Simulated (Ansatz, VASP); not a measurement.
# Two plane-wave programs on HfO2

```xyz
3
Lattice="-0.0653 2.4207 2.4207 2.4207 -0.0653 2.4207 2.4207 2.4207 -0.0653" Properties=species:S:1:pos:R:3 pbc="T T T"
Hf    0.0000    0.0000    0.0000
O     1.1940    1.1940    1.1940
O     3.5821    3.5821    3.5821
```

Alike in both runs: task single point; functional PBEsol; k mesh 8 × 8 × 8; occupations gaussian, width 0.05 eV; no spin polarisation.

|  | VASP | Ansatz |
| --- | --- | --- |
| version | VASP 6.6.1 | Ansatz 0.2.0 |
| potentials or method | VASP PAW PBE potentials, release 64 (Hf_pv, O) | scalar-relativistic, plane waves, PAW |
| plane-wave cutoff (eV) | 520 | 520 |
| valence electrons in the cell | 22 | 38 |

```csv
,VASP,Ansatz,Ansatz less VASP
gap on the k mesh at the Fermi level (eV),3.94,3.89,-0.050
least direct gap on the mesh (eV),3.94,3.89,-0.050
pressure (GPa),22.5,27.1,+4.54
largest component of the traceless stress (GPa),4.62,4.69,+0.070
rms of the force components (eV/Å),0.311,0.322,+0.0113
```

Atom by atom the forces differ by 0.011 eV/Å (rms over components). The two sets of potentials don't hold the same shells in valence. Ansatz warned: «pseudo_functional_mismatch».

Caveats: so large a pressure means that the cell lies far from this level's equilibrium, or that cutoff or potentials fall short (VASP); the potentials were made for another functional, which shifts forces and pressure (VASP); spin-orbit coupling is left out, which moves the levels of the heavy elements. A k mesh can miss the band edges.
